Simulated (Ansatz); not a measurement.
Phonon spectrum of Be

The calculation used DFT PBE, scalar-relativistic, plane waves, PAW (Ansatz 0.2.0). Plane waves to 420 eV; Γ-centred k mesh 12×12×12; Fermi-Dirac smearing of 0.15 eV. No spin polarisation. Phonons by linear response, acoustic sum rule imposed.

Equilibrium structure at this level:
```
Be
1.0
     0.00000    2.90401    2.90401
     2.90401    0.00000    2.90401
     2.90401    2.90401    0.00000
Be
6
Cartesian
  2.9040 2.9040 2.9040
  4.3560 4.3560 4.3560
  0.7260 0.7260 0.7260
  2.1780 2.1780 0.7260
  2.1780 0.7260 2.1780
  0.7260 2.1780 2.1780
```

The structure comes from a generated guess, relaxed at this level; another structure or a mixture of phases may lie lower. In a metal, frequencies and elastic constants depend on the k mesh and the smearing, soft modes and shear constants most. Some empty bands missed the eigensolver's threshold. The q mesh is coarse, so values between its points are rough. This form isn't the element's ground state: it lies 64 meV/atom above the standard structure at this level.

Force constants from linear response on a 2×2×2 q mesh.

Question: Is the structure dynamically stable on the q mesh?

Answer: Yes, on this mesh: no mode is imaginary.

Question: Give the frequencies (cm⁻¹) at the zone-boundary points of high symmetry (interpolated where a point lies off the q mesh).

Answer:
```csv
point,q,frequencies
X,0.500 0.000 0.500,282 282 350 350 366 366 382 382 426 426 475 475 553 553 644 644 844 844
U,0.625 0.250 0.625,297 320 345 355 366 368 368 388 404 406 420 503 518 572 672 676 811 865
K,0.375 0.375 0.750,297 320 345 355 366 368 368 388 404 406 420 503 518 572 672 676 811 865
L,0.500 0.500 0.500,252 252 345 345 347 367 367 372 380 451 451 480 509 509 730 739 739 930
W,0.500 0.250 0.750,322 322 356 356 366 366 372 372 384 384 475 475 545 545 676 676 836 836
```
